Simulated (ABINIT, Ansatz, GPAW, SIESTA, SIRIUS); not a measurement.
# PbO2: 6 runs at one level of theory

```
CELL_PARAMETERS angstrom
0.00000 2.70199 2.70199
2.70199 0.00000 2.70199
2.70199 2.70199 0.00000
ATOMIC_POSITIONS crystal
Pb 0.00000 0.00000 0.00000
O 0.75000 0.75000 0.75000
O 0.25000 0.25000 0.25000
```

The cell comes from a database or a generator and needn't be the stable form of this composition.

Alike in all runs: task single point; functional PBEsol; k mesh 9 × 9 × 9; occupations fermi-dirac, width 0.05 eV; no spin polarisation; no spin-orbit coupling. Pressure is positive in compression and, in plane waves, holds the error of the finite cutoff, which Ansatz's Pulay term estimates and takes out.

```json
{"program and potentials": "Ansatz, Ansatz PAW", "plane-wave cutoff (eV)": "420", "notes": "potentials made for PBE, which Ansatz adapts in part; Pulay term of +0.66 GPa included", "pressure (GPa)": "-5.69"}
{"program and potentials": "SIRIUS, PseudoDojo 0.4.1 PBEsol standard (scalar relativistic)", "plane-wave cutoff (eV)": "1152", "notes": "-", "pressure (GPa)": "-4.80"}
{"program and potentials": "SIESTA, files PseudoDojo sr-pbesol-0.4.1-standard, DZP (energy shift 0.003 Ry; two zetas on semicore shells)", "plane-wave cutoff (eV)": "-", "notes": "atomic basis", "pressure (GPa)": "-1.24"}
{"program and potentials": "GPAW, PAW data sets generated for this functional", "plane-wave cutoff (eV)": "800", "notes": "-", "pressure (GPa)": "-7.11"}
{"program and potentials": "ABINIT, PseudoDojo NC SR PBEsol v0.4.1 standard", "plane-wave cutoff (eV)": "1143", "notes": "-", "pressure (GPa)": "-4.80"}
{"program and potentials": "Ansatz, all-electron LAPW, scalar-relativistic", "plane-wave cutoff (eV)": "-", "notes": "-", "pressure (GPa)": "-5.68"}
```

The pressure spans -7.11 (GPAW, PAW data sets generated for this functional) to -1.24 GPa (SIESTA, files PseudoDojo sr-pbesol-0.4.1-standard, DZP (energy shift 0.003 Ry; two zetas on semicore shells)), with all-electron results at -5.68. The pressure on the cell as given of SIESTA, files PseudoDojo sr-pbesol-0.4.1-standard, DZP (energy shift 0.003 Ry; two zetas on semicore shells); GPAW, PAW data sets generated for this functional lies far from the others; the cause wasn't traced. Rows in atomic bases carry the error of their basis and grid, which can be large.

The functional is the same throughout but for its coding, so the spread measures potentials, basis and numerics; runs on potential files found faulty are left out.
